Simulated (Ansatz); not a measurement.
## PtSe2: energy along a strain

PtSe2, P-3m1, a = 3.761 Å, c = 4.863 Å. Ansatz: PBEsol, PAW, 420 eV, Γ-centred 12×12×10 mesh on 3 atoms, Gaussian smearing 0.15 eV; no spin polarisation. Cell vectors (Å): 3.761 0.000 0.000; -1.880 3.257 0.000; 0.000 0.000 4.863. The cell is strained by x per cent times the pattern (0 0 1 0 0 0) in the order xx yy zz yz xz xy (engineering shears), with fractional coordinates held. y is the free energy over the start, V0 = 19.856 Å³/atom.

| x (%) | y (meV/atom) |
| --- | --- |
| -6.00 | 28.16 |
| -4.50 | 15.53 |
| -3.00 | 6.78 |
| -1.50 | 1.67 |
| 0.00 | 0.00 |
| 1.50 | 1.59 |
| 3.00 | 6.26 |
| 4.50 | 13.85 |
| 5.25 | 18.69 |
| 6.00 | ? |

**Question.** Fit y = c2 x² + c3 x³ to the other rows, get the stiffness along the pattern, and predict the missing energy.

**Answer.** Least squares on the rows shown. y = 0.72620 x² − 0.0092772 x³. The clamped-ion stiffness p·C·p = 2 × 7.262 eV × 160.2 / 19.856 Å³ = 117 GPa, which is C33 in these axes. At x = 6.00 the fit asked for gives 24.14 meV/atom. The run gave 24.20 meV/atom, so the fit is 0.06 meV/atom too low, a small miss on the scale of the series.

Spin–orbit coupling is left out, which can shift energies with elements as heavy as these.

Cost: 10 runs of about 2.3 core-minutes in all, on Arm Neoverse V2 (shared hosts).